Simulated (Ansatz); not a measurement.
SiC (F-43m): gap, valleys and masses

```yaml
crystal:
  lattice:
    - [0.00000, 2.17841, 2.17841]
    - [2.17841, 0.00000, 2.17841]
    - [2.17841, 2.17841, 0.00000]
  atoms:
    - { symbol: Si, position: [0.00000, 0.00000, 0.00000] }
    - { symbol: C, position: [0.75000, 0.75000, 0.75000] }
```

Computed, not measured; unless marked otherwise by PBEsol, all-electron LAPW in Ansatz 0.2.0, scalar-relativistic. k mesh 10×10×10, fixed occupations, basis error target 1 meV/atom. The cell was relaxed by PAW under this functional.

Extrema are searched on a 16×16×16 mesh and refined by Newton steps; masses come from band slopes 0.005 Å⁻¹ away, 1/m* = (1/ħ²) d²E/dk², negative for holes (the finite step makes the lightest masses up to about 3 % heavy). k is in units of the reciprocal vectors.

(1) Where are the band edges, and is the gap direct?

(2) What are the electron masses at the edge?

(3) Several bands lie at or near the hole edge, or its surface isn't an ellipsoid. What are the masses by direction?

(4) Along the Cartesian direction 010 the conduction slope is 0.1711 eV·Å one step out. What is it four steps out, and what does that say?

(5) What electronic dielectric constant and refractive index follow from the same bands (independent particles)?

(6) What gap does PAW give in the same cell?

(7) Cells strained by ±0.5 % (all lengths, zz alone, equal engineering shears γ in yz, zx, xy; ions relaxed) give deformation potentials. How do the edge levels move, in eV per unit strain against the centre of the top valence set?

Answers

(1) The valence maximum lies at Gamma (0.000, 0.000, 0.000) and the conduction minimum at X (0.000, -0.500, -0.500), so the Kohn-Sham gap of 1.244 eV is indirect; the least direct gap on the mesh is 4.455 eV.

(2) The principal masses are 0.223, 0.223, 0.671 mₑ. One valley has a density-of-states mass (m₁m₂m₃)^(1/3) = 0.322; 3 valleys give N^(2/3) times that, 0.669; the direction-averaged conductivity mass 3/Σ(1/mᵢ) is 0.286 mₑ.

(3) 

```
direction  branch from the edge  its level at the point (eV from the edge)   m*/mₑ
      100                     1                                      0.000  -0.586
      100                     2                                      0.000  -0.586
      100                     3                                      0.000  -0.368
      110                     1                                      0.000   -15.4
      110                     2                                      0.000  -0.586
      110                     3                                      0.000   -0.23
      111                     1                                      0.000   -1.63
      111                     2                                      0.000   -1.63
      111                     3                                      0.000  -0.204
     11-2                     1                                      0.000   -2.18
     11-2                     2                                      0.000  -0.863
     11-2                     3                                      0.000  -0.222
```

(4) 0.6831 eV·Å, 3.991 times the first; a parabola would give 4, so the band is nearly parabolic here.

(5) ε∞ = (7.35, 7.35, 7.35), so n ≈ √ε∞ = 2.71 (mean over directions) well under the gap and the normal reflectivity is ((n − 1)/(n + 1))² = 0.213. With the conductivity mass, a hydrogenic donor screened by ε∞ alone would bind by 13.6 eV × m*/ε∞² = 72 meV; static screening by the ions makes it shallower. Local fields, left out here, lower ε∞ by several per cent.

(6) 1.243 eV, -1 meV from the LAPW value.

(7) 

| point | k | side | bands | level (eV) | d/dlnV | d/dε_zz | d/dγ | split/ε_zz | split/γ |
| --- | --- | --- | --- | --- | --- | --- | --- | --- | --- |
| Gamma | 0.00 0.00 0.00 | valence | 3 | 0.000 | 0.00 | 0.00 | 0.00* | 6.78 | 14.92 |
| Gamma | 0.00 0.00 0.00 | conduction | 1 | 6.189 | -11.61 | -11.61 | -0.34* | – | – |
| X | 0.00 -0.50 -0.50 | valence | 2 | -3.212 | 1.96 | -1.63 | 0.00* | 1.58 | 17.85 |
| X | 0.00 -0.50 -0.50 | conduction | 1 | 1.243 | 0.89 | -2.16 | 0.00* | – | – |
| X | -0.50 -0.50 0.00 | valence | 2 | -3.212 | 1.96 | 9.15 | 0.00* | 0.00 | 17.85 |
| X | -0.50 -0.50 0.00 | conduction | 1 | 1.243 | 0.89 | 6.98 | 0.00* | – | – |
| L | 0.00 0.50 0.00 | valence | 2 | -1.058 | 0.24 | 0.24 | -3.29 | 12.15 | 6.85 |
| L | 0.00 0.50 0.00 | conduction | 1 | 5.375 | -9.00 | -8.99 | -7.09 | – | – |
| L | 0.50 0.50 0.50 | valence | 2 | -1.058 | 0.24 | 0.24 | 9.86 | 12.15 | 0.00 |
| L | 0.50 0.50 0.50 | conduction | 1 | 5.375 | -9.00 | -8.99 | 21.26 | – | – |

For the triplet at Γ the single level moves against the pair by 3bε_zz and by 3√3 d (γ/2), so b = -2.26 eV and d = -5.74 eV.

Sets with another level within 0.15 eV are left out, since it mixes in under strain; the reference set stays in any case. Entries marked * vanish by symmetry to first order; what they show is the residue of the finite step. These cells use a basis error target of 0.5 meV/atom.

Keep in mind: semilocal gaps are low, and what follows the gap (onsets, screening, light masses) shifts with it; without spin-orbit coupling, bands that meet at the valence top are not the light and heavy holes of experiment; the frozen-core PAW files of the compared runs were fitted under PBE, their cores solved anew for this functional.
